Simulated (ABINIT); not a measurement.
# Ti (P6_3/mmc) in ABINIT: further runs

The runs below take Ti through relaxation of cell and atoms, single point, with LDA.

All numbers are computed with ABINIT 10.8.3 (patched build); they aren't measurements. Logs are shortened: lines on timing, memory, paths and dates and some standing lists are left out, and cuts for length are marked. The log counts tension as positive stress, the text compression.

## 1. The structure

The structure is hexagonal, space group P6_3/mmc (No. 194). Conventional cell: a = 2.950 Å, b = 2.950 Å, c = 4.680 Å, α = 90.00°, β = 90.00°, γ = 120.00°. Ti (site symmetry -6m2) is surrounded by 12 Ti at 2.89 to 2.95 Å.

## 2. Relaxation of cell and atoms, LDA

File run.abi:

```
pp_dirpath "./"
pseudos "Ti.LDA_PW-JTH.xml"

acell 5.5746920676 5.5746920677 8.8439182632
rprim
     1.0000000000     0.0000000000     0.0000000000
    -0.5000000000     0.8660254038     0.0000000000
     0.0000000000     0.0000000000     1.0000000000
ntypat 1
znucl 22
natom 2
typat 1 1
chkprim 0
chksymtnons 0
tolsym 1.0e-6
xred
            2/3            1/3            3/4
            1/3            2/3            1/4

ecut 15.0
pawecutdg 30.0
ecutsm 0.5

kptopt 1
ngkpt 8 8 4
nshiftk 1
shiftk 0.0 0.0 0.0

ixc 7

nband 16
occopt 3
tsmear 0.05 eV

nstep 80
tolvrs 1.0e-10

iomode 3
prteig 0
prtebands 0
prtwf 0
prtden 0

ionmov 2
optcell 2
ntime 50
tolmxf 2.0e-5
dilatmx 1.08
```

Potentials or basis: JTH PAW LDA v2.0.

Started as:

```bash
$ abinit run.abi > log 2>&1
```

run.abo:

```text
.Version 10.8.3 of ABINIT
 Symmetries : space group P6_3/m m c (#194); Bravais hP (primitive hexag.)
================================================================================
 Values of the parameters that define the memory need of the present run
     intxc =       0    ionmov =       2      iscf =      17    lmnmax =      18
     lnmax =       6     mgfft =      36  mpssoang =       3    mqgrid =    3001
     natom =       2  nloc_mem =       2    nspden =       1   nspinor =       1
    nsppol =       1      nsym =      24    n1xccc =       1    ntypat =       1
    occopt =       3   xclevel =       1
       mpw =         842          nfft =       20736          nkpt =          30
 PAW method is used; the additional fine FFT grid is defined by:
   mgfftf=        48    nfftf =     43200
================================================================================
================================================================================

--------------------------------------------------------------------------------
------------- Echo of variables that govern the present computation ------------
--------------------------------------------------------------------------------
 -outvars: echo values of preprocessed input variables --------
            acell      5.5746920676E+00  5.5746920677E+00  8.8439182632E+00 Bohr
              amu      4.78800000E+01
          chkprim           0
      chksymtnons           0
          dilatmx      1.08000000E+00
             ecut      1.50000000E+01 Hartree
           ecutsm      5.00000000E-01 Hartree
           ionmov           2
              ixc           7
         kptrlatt        8    0    0      0    8    0      0    0    4
          kptrlen      3.53756731E+01
            natom           2
            nband          16
            ngfft          24      24      36
          ngfftdg          30      30      48
             nkpt          30
            nstep          80
             nsym          24
            ntime          50
           ntypat           1
           occopt           3
          optcell           2
        pawecutdg      3.00000000E+01 Hartree
           prtden           0
        prtebands           0
           prteig           0
            prtwf           0
            rprim      1.0000000000E+00  0.0000000000E+00  0.0000000000E+00
                      -5.0000000000E-01  8.6602540380E-01  0.0000000000E+00
                       0.0000000000E+00  0.0000000000E+00  1.0000000000E+00
          spgroup         194
           tolmxf      2.00000000E-05
           tolsym      1.00000000E-06
           tolvrs      1.00000000E-10
           tsmear      1.83746611E-03 Hartree
            typat      1  1
           useylm           1
           xangst      1.4749999990E+00  8.5159164650E-01  3.5099999976E+00
                      -1.7639296397E-11  1.7031832930E+00  1.1699999992E+00
            xcart      2.7873460338E+00  1.6092749830E+00  6.6329386974E+00
                      -3.3333439244E-11  3.2185499660E+00  2.2109795658E+00
             xred      6.6666666667E-01  3.3333333333E-01  7.5000000000E-01
                       3.3333333333E-01  6.6666666667E-01  2.5000000000E-01
            znucl       22.00000

================================================================================

 chkinp: Checking input parameters for consistency.

================================================================================
== DATASET  1 ==================================================================

--- !DatasetInfo
iteration_state: {dtset: 1, }
dimensions: {natom: 2, nkpt: 30, mband: 16, nsppol: 1, nspinor: 1, nspden: 1, mpw: 842, }
cutoff_energies: {ecut:  15.0, pawecutdg:  30.0, }
electrons: {nelect:   2.40000000E+01, charge:   0.00000000E+00, occopt:   3.00000000E+00, tsmear:   1.83746611E-03, }
meta: {optdriver: 0, ionmov: 2, optcell: 2, iscf: 17, paral_kgb: 0, }
...

 Exchange-correlation functional for the present dataset will be:
  LDA: Perdew-Wang 92 LSD fit to Ceperley-Alder data - ixc=7
  J.P.Perdew and Y.Wang, PRB 45, 13244 (1992)

 Real(R)+Recip(G) space primitive vectors, cartesian coordinates (Bohr,Bohr^-1):
 R(1)=  5.5746921  0.0000000  0.0000000  G(1)=  0.1793821  0.1035663  0.0000000
 R(2)= -2.7873460  4.8278249  0.0000000  G(2)=  0.0000000  0.2071326  0.0000000
 R(3)=  0.0000000  0.0000000  8.8439183  G(3)=  0.0000000  0.0000000  0.1130721
 Unit cell volume ucvol=  2.3802201E+02 bohr^3
 Angles (23,13,12)=  9.00000000E+01  9.00000000E+01  1.20000000E+02 degrees

 Coarse grid specifications (used for wave-functions):

 getcut: wavevector=  0.0000  0.0000  0.0000  ngfft=  24  24  36
         ecut(hartree)=     17.496   => boxcut(ratio)=   2.16184

 Fine grid specifications (used for densities):

 getcut: wavevector=  0.0000  0.0000  0.0000  ngfft=  30  30  48
         ecut(hartree)=     34.992   => boxcut(ratio)=   2.02242

--- Pseudopotential description ------------------------------------------------
- pspini: atom type   1  psp file is ./Ti.LDA_PW-JTH.xml
 Pseudopotential format is: paw10
 basis_size (lnmax)=  6 (lmn_size= 18), orbitals=   0   0   1   1   2   2
 Spheres core radius: rc_sph= 2.30802695
 Shapefunction is BESSEL type: shapef(r,l)=aa(1,l)*jl(q(1,l)*r)+aa(2,l)*jl(q(2,l)*r)
 Radius for shape functions =  2.01037111
 Compensation charge density is not taken into account in XC energy/potential

   1.19384070E+03                                ecore*ucvol(ha*bohr**3)
--------------------------------------------------------------------------------

================================================================================

=== [ionmov= 2] Broyden-Fletcher-Goldfarb-Shanno method (forces)
================================================================================

--- Iteration: ( 1/50) Internal Cycle: (1/1)
--------------------------------------------------------------------------------

---SELF-CONSISTENT-FIELD CONVERGENCE--------------------------------------------
[... 766 lines left out ...]
 Difference of energy with previous step (new-old):
           Absolute (Ha)=-7.09588E-09
           Relative     =-6.04133E-11

 At Broyd/MD step   8, gradients are converged :
  max grad (force/stress) = 2.2789E-06 < tolmxf= 2.0000E-05 ha/bohr (free atoms)

================================================================================

 ----iterations are completed or convergence reached----

 Mean square residual over all n,k,spin=   20.150E-12; max=  59.921E-10
 reduced coordinates (array xred) for    2 atoms
       0.666666666667      0.333333333333      0.750000000000
       0.333333333333      0.666666666667      0.250000000000
 rms dE/dt=  6.3148E-28; max dE/dt=  1.0771E-27; dE/dt below (all hartree)
    1      -0.000000000000     -0.000000000000      0.000000000000
    2       0.000000000000      0.000000000000      0.000000000000

 cartesian coordinates (angstrom) at end:
    1      1.43547308667227     0.82877077303941     3.39267267478928
    2     -0.00000000001717     1.65754154607882     1.13089089159643

 cartesian forces (hartree/bohr) at end:
    1      0.00000000000000     0.00000000000000    -0.00000000000000
    2     -0.00000000000000    -0.00000000000000    -0.00000000000000
 frms,max,avg= 1.4134986E-28 2.4356423E-28   0.000E+00  0.000E+00  0.000E+00 h/b

 cartesian forces (eV/Angstrom) at end:
    1      0.00000000000000     0.00000000000000    -0.00000000000000
    2     -0.00000000000000    -0.00000000000000    -0.00000000000000
 frms,max,avg= 7.2685022E-27 1.2524577E-26   0.000E+00  0.000E+00  0.000E+00 e/A
 length scales=  5.425301989877  5.425301990047  8.548296253604 bohr
              =  2.870946173362  2.870946173452  4.523563566386 angstroms
 Fermi (or HOMO) energy (hartree) =   0.30648   Average Vxc (hartree)=  -0.42346
 Eigenvalues (hartree) for nkpt=  30  k points:
 kpt#   1, nband= 16, wtk=  0.00391, kpt=  0.0000  0.0000  0.0000 (reduced coord)
  -1.75715   -1.74988   -0.91247   -0.88236   -0.88236   -0.87814   -0.87747   -0.87747
   0.07489    0.20026    0.33385    0.33385    0.34086    0.34818    0.35470    0.35470
      occupation numbers for kpt#   1
   2.00000    2.00000    2.00000    2.00000    2.00000    2.00000    2.00000    2.00000
   2.00000    2.00000    0.00000    0.00000    0.00000    0.00000    0.00000    0.00000
 prteigrs : prtvol=0 or 1, do not print more k-points.

--- !EnergyTerms
iteration_state     : {dtset: 1, itime: 8, icycle: 1, }
comment             : Components of total free energy in Hartree
kinetic             :  1.55906798765313E+01
hartree             :  2.19707123670486E+01
xc                  : -6.49489504278570E+00
Ewald energy        : -8.70617118588820E+01
psp_core            :  5.47883659097831E+00
local_psp           : -6.64921798290655E+01
PAW spherical_terms : -4.46539815734948E-01
internal            : -1.17455097711910E+02
'-kT*entropy'       : -3.94505417384280E-04
total_energy        : -1.17455492217327E+02
total_energy_eV     : -3.19612676543751E+03
...

--- !EnergyTermsDC
iteration_state     : {dtset: 1, itime: 8, icycle: 1, }
comment             : '"Double-counting" decomposition of free energy'
band_energy         : -1.57768446244922E+01
Ewald energy        : -8.70617118588820E+01
psp_core            :  5.47883659097831E+00
xc_dc               : -2.11613089775945E+01
PAW spherical_terms :  1.06592975653114E+00
internal            : -1.17455099113459E+02
'-kT*entropy'       : -3.94505417384280E-04
total_energy_dc     : -1.17455493618877E+02
total_energy_dc_eV  : -3.19612680357561E+03
...

--- !EnergyTermsWithPAWCore
iteration_state     : {dtset: 1, itime: 8, icycle: 1, }
comment             : 'Components of total free energy, including PAW core contributions'
Total energy        : -1.70399965442019E+03
Total energy DC     : -1.70399965582174E+03
Total energy (eV)   : -4.63681927594458E+04
Total energy DC (eV): -4.63681927975839E+04
...

 Cartesian components of stress tensor (hartree/bohr^3)
  sigma(1 1)=  1.24399928E-08  sigma(3 2)=  0.00000000E+00
  sigma(2 2)=  1.24381871E-08  sigma(3 1)=  0.00000000E+00
  sigma(3 3)= -2.27888605E-08  sigma(2 1)=  2.60410252E-13

-Cartesian components of stress tensor (GPa)         [Pressure= -2.0490E-05 GPa]
- sigma(1 1)=  3.65997223E-04  sigma(3 2)=  0.00000000E+00
- sigma(2 2)=  3.65944098E-04  sigma(3 1)=  0.00000000E+00
- sigma(3 3)= -6.70471424E-04  sigma(2 1)=  7.66153414E-09

== END DATASET(S) ==============================================================
================================================================================

 -outvars: echo values of variables after computation  --------
            acell      5.4253019899E+00  5.4253019900E+00  8.5482962536E+00 Bohr
           etotal     -1.1745549362E+02
            fcart      2.4815625270E-29  2.4356423480E-28 -0.0000000000E+00
                      -2.4815625270E-29 -2.4356423480E-28 -0.0000000000E+00
            rprim      1.0000000000E+00  0.0000000000E+00  0.0000000000E+00
                      -4.9999999999E-01  8.6602540379E-01  0.0000000000E+00
                       0.0000000000E+00  0.0000000000E+00  1.0000000000E+00
           strten      1.2439992751E-08  1.2438187084E-08 -2.2788860500E-08
                       0.0000000000E+00  0.0000000000E+00  2.6041025233E-13
           xangst      1.4354730867E+00  8.2877077304E-01  3.3926726748E+00
                      -1.7166588634E-11  1.6575415461E+00  1.1308908916E+00
             xred      6.6666666667E-01  3.3333333333E-01  7.5000000000E-01
                       3.3333333333E-01  6.6666666667E-01  2.5000000000E-01
 Calculation completed.
```

Wall time 1.8 min (1 thread of AMD EPYC 7R43 (Zen 3), shared host); peak memory 0.09 GiB.

Results:

* Free energy: -3196.1268 eV
* Relaxed volume: 16.14 Å³/atom
* Relaxed cell: a = 2.871 Å, b = 2.871 Å, c = 4.524 Å, α = 90.00°, β = 90.00°, γ = 120.00°
* Space group after relaxing (to 0.05 Å): P6_3/mmc (No. 194)
* Energy gained by relaxing: 48.7 meV/atom
* Ionic steps: 8
* Pressure after relaxing: 0.0 GPa
* Band gap on the k mesh: none (metal or under the smearing width)

Step by step:
```
step  energy change (eV)  largest force (eV/Å)  pressure (GPa)  volume (Å³)
   1              0.0000                0.0000           -9.69        35.27
   2             -0.0537                0.0000           -6.80        34.24
   3             -0.0969                0.0000            0.79        32.09
   4             -0.0974                0.0000           -0.04        32.30
   5             -0.0974                0.0000            0.00        32.29
   6             -0.0974                0.0000            0.04        32.28
   7             -0.0974                0.0000            0.02        32.29
   8             -0.0974                0.0000            0.00        32.29
```

Final structure:
```
Ti
1.0
     2.87095    0.00000    0.00000
    -1.43547    2.48631    0.00000
     0.00000    0.00000    4.52356
Ti
2
Cartesian
  1.4355 0.8288 3.3927
  0.0000 1.6575 1.1309
```

LDA usually gives volumes a few per cent too small. Zero-point motion and thermal expansion aren't in these numbers.

## 3. Single point, LDA (cell relaxed)

File run.abi:

```
# Pseudopotentials
pp_dirpath "./"
pseudos "Ti.LDA_PW-JTH.xml"

# Structure
acell 5.4253019987 5.4253019909 8.5482962546
rprim
     1.0000000000     0.0000000000     0.0000000000
    -0.5000000007     0.8660254034     0.0000000000
     0.0000000000     0.0000000000     1.0000000000
ntypat 1
znucl 22
natom 2
typat 1 1
xred
     0.6666666700     0.3333333300     0.7500000000
     0.3333333300     0.6666666700     0.2500000000
chkprim 0
chksymtnons 0
tolsym 1.0e-6

# Plane-wave basis
ecut 15.0
pawecutdg 30.0

# k points
kptopt 1
ngkpt 8 8 4
nshiftk 1
shiftk 0.0 0.0 0.0

# Exchange and correlation
ixc 7

# Bands and occupations
nband 16
occopt 3
tsmear 0.05 eV

# SCF cycle
nstep 100
tolvrs 1.0e-9

# Output
iomode 3
prtwf 0
prteig 0
prtebands 0
prtden 1
prtvha 1
prtvclmb 1
prtpot 1
```

Potentials or basis: JTH PAW LDA v2.0.

Started as:

```bash
$ abinit run.abi > log 2>&1
```

It took 13 s on 1 thread of AMD EPYC 7R43 (Zen 3), shared host; peak memory 0.08 GiB.

The run converged. Its results:

| Item | Value |
| --- | --- |
| Free energy | -3196.1269 eV |
| Pressure | 0.0 GPa |
| Band gap on the k mesh | none (metal or under the smearing width) |
| Valence electrons inside the program's atomic spheres | Ti 10.26 (radii [1.2214] Å) |

Levels at points of the mesh, in eV from the Fermi level:
| k point | band 9 | band 10 | band 11 | band 12 | band 13 | band 14 | band 15 | band 16 |
| --- | --- | --- | --- | --- | --- | --- | --- | --- |
| (0.00, 0.00, 0.00) | -6.30 | -2.89 | 0.74 | 0.74 | 0.94 | 1.13 | 1.31 | 1.31 |
| (0.50, 0.00, 0.00) | -2.45 | -2.42 | -2.07 | -0.50 | 0.39 | 0.68 | 1.28 | 3.61 |
| (0.00, 0.00, 0.50) | -4.34 | -4.34 | 0.09 | 0.09 | 0.63 | 0.63 | 0.63 | 0.63 |
| (0.50, 0.00, 0.50) | -2.77 | -2.77 | -0.93 | -0.93 | 1.58 | 1.58 | 1.80 | 1.80 |

[end of part 1 of 2]
